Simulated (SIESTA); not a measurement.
## CuO (Tenorite) under changes of volume

One of the cells (10.366 Å³/atom); the others are scaled copies at fixed shape and fractional positions:

```
CELL_PARAMETERS angstrom
2.36018 -1.72475 0.00000
2.36018 1.72475 0.00000
-0.86625 0.00000 5.09294
ATOMIC_POSITIONS crystal
Cu 0.49680 0.00320 0.50000
Cu 0.00320 0.49680 0.00000
O 0.40560 0.57140 0.75370
O 0.57140 0.40560 0.25370
```

| Item | Value |
| --- | --- |
| Program | SIESTA 5.4.2 |
| Functional | PBEsol |
| Potentials or basis | PseudoDojo 0.4 standard (PBEsol files) |
| Basis | DZP (energy shift 0.003 Ry; two zetas on semicore shells) |
| Grid cutoff | 800 Ry |
| Energy shift | 0.003 Ry |
| k mesh | 10 × 10 × 5 |
| Occupations | fermi-dirac, width 0.05 eV |
| Spin | no spin polarisation |

| volume (Å³/atom) | energy over the lowest point (meV/atom) | pressure (GPa) | largest force (eV/Å) |
| --- | --- | --- | --- |
| 9.553 | 16.53 | 11.1 | 0.994 |
| 9.756 | 5.47 | 6.5 | 0.917 |
| 9.959 | 0.00 | 2.3 | 0.849 |
| 10.366 | 3.57 | -4.7 | 0.720 |
| 10.569 | 11.46 | -7.7 | 0.700 |
| 10.772 | ? | ? | ? |

Question: What does the run at 10.772 Å³/atom give?

Answer: Energy over the lowest point 22.95 meV/atom; pressure -10.3 GPa; largest force 0.690 eV/Å.

Worked out: A Birch-Murnaghan fit of order 3 (a polynomial in V^(-2/3)) to the other rows has its minimum at 10.08 Å³/atom with B0 = V·E''(V) = 182 GPa and B' = 5.0 at fixed shape and positions, which overstates the stiffness. It gives 22.83 meV/atom at 10.772 Å³/atom, against the run's 22.95, and -dE/dV = -10.2 GPa, against -10.3.

Energies are extrapolated to zero smearing.

Caveats: short orbitals over semicore shells can move pressures by several GPa; the basis of atomic orbitals isn't converged, which shifts pressures, moduli and gaps; the run has no spin polarisation, though such a crystal can be magnetic.
